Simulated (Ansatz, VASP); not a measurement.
## BeS in VASP and in Ansatz

POSCAR

```
BeS
1.0
    0.0000000000      2.3172971951      2.3172971951
    2.3172971951      0.0000000000      2.3172971951
    2.3172971951      2.3172971951      0.0000000000
Be S
1 1
Direct
    0.0000000000      0.0000000000      0.0000000000
    0.5000000000      0.5000000000      0.5000000000
```

File INCAR.step1:

```
SYSTEM = BeS
  PREC = Accurate
  ENCUT = 520
  ISMEAR = 0
  SIGMA = 0.01
  LREAL = .FALSE.
  LASPH = .TRUE.
  NELM = 100
  NBANDS = 11
  GGA = PE
  ALGO = Normal
  EDIFF = 1E-4
  LWAVE = .TRUE.
  LCHARG = .FALSE.
```

File INCAR.step2:

```
SYSTEM = BeS
  PREC = Accurate
  ENCUT = 520
  EDIFF = 1E-6
  ISMEAR = 0
  SIGMA = 0.01
  LREAL = .FALSE.
  LASPH = .TRUE.
  NELM = 100
  ALGO = Normal
  ISIF = 2
  LWAVE = .FALSE.
  LCHARG = .FALSE.
  METAGGA = R2SCAN
  LMIXTAU = .TRUE.
  NBANDS = 11
  ISTART = 1
```

The input KPOINTS:

```
Automatic mesh
0
G
  6 6 6
  0 0 0
```

Input for Ansatz:

```yaml
crystal:
  lattice:
    - [0.0, 2.3172971951, 2.3172971951]
    - [2.3172971951, 0.0, 2.3172971951]
    - [2.3172971951, 2.3172971951, 0.0]
  atoms:
    - { symbol: Be, position: [0.0, 0.0, 0.0] }
    - { symbol: S, position: [0.5, 0.5, 0.5] }
kpoints:
  mp_grid: { grid: [6, 6, 6] }
hamiltonian:
  xc: r2scan
scf:
  occupations: { method: fixed }
  n_extra_bands: 4
output:
  forces: true
  stress: true
  eigenvalues: true
basis:
  xc_grid: 1
```

Alike in both runs: task single point; functional r2SCAN; k mesh 6 × 6 × 6; no spin polarisation.

|  | VASP | Ansatz |
| --- | --- | --- |
| version | VASP 6.6.1 | Ansatz 0.2.0 |
| potentials or method | VASP PAW PBE potentials, release 64 (Be, S) | plane waves |
| plane-wave cutoff (eV) | 520 | 500 |
| occupations | gaussian, width 0.01 eV | fixed |
| valence electrons in the cell | 8 | 8 |

|  | VASP | Ansatz | Ansatz less VASP |
| --- | --- | --- | --- |
| gap on the k mesh at the Fermi level (eV) | 1.35 | 1.35 | +0.005 |
| pressure (GPa) | 0.1 | 0.2 | +0.10 |

Caveats: the PAW data sets were made with another functional, which shifts forces and pressure a little (VASP). A k mesh can miss the band edges. r2SCAN opens gaps a little over a GGA but as a rule still falls short of measured ones.
